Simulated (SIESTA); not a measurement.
# Mg in SIESTA: the effect of dispersion

Slab: Mg, a slab with vacuum.

```
Mg
1.0
     3.18539    0.00000    0.00000
    -1.59269    2.75863    0.00000
     0.00000    0.00000   22.69988
Mg
4
Direct
  0.66667 0.33333 0.33040
  0.33333 0.66667 0.44376
  0.66667 0.33333 0.55624
  0.33333 0.66667 0.66960
```

The slab is cut from a database's or a generator's crystal, which needn't be the stable form of the element.

Alike in all runs:

* Program: SIESTA 5.4.2
* Task: single point
* Functional: PBE
* Potentials or basis: PseudoDojo 0.4 standard (PBE files)
* Basis: DZP (energy shift 0.003 Ry; two zetas on semicore shells)
* Grid cutoff: 800 Ry
* Energy shift: 0.003 Ry
* k mesh: 10 × 10 × 1
* Occupations: fermi-dirac, width 0.05 eV
* Spin: no spin polarisation

| dispersion | largest force (eV/Å) |
| --- | --- |
| none | 0.23 |
| D3 | 0.20 |
| D3(BJ) | ? |
| D4 | 0.20 |

**Question.** What does the run with dispersion D3(BJ) give?

**Answer.** Largest force 0.16 eV/Å.
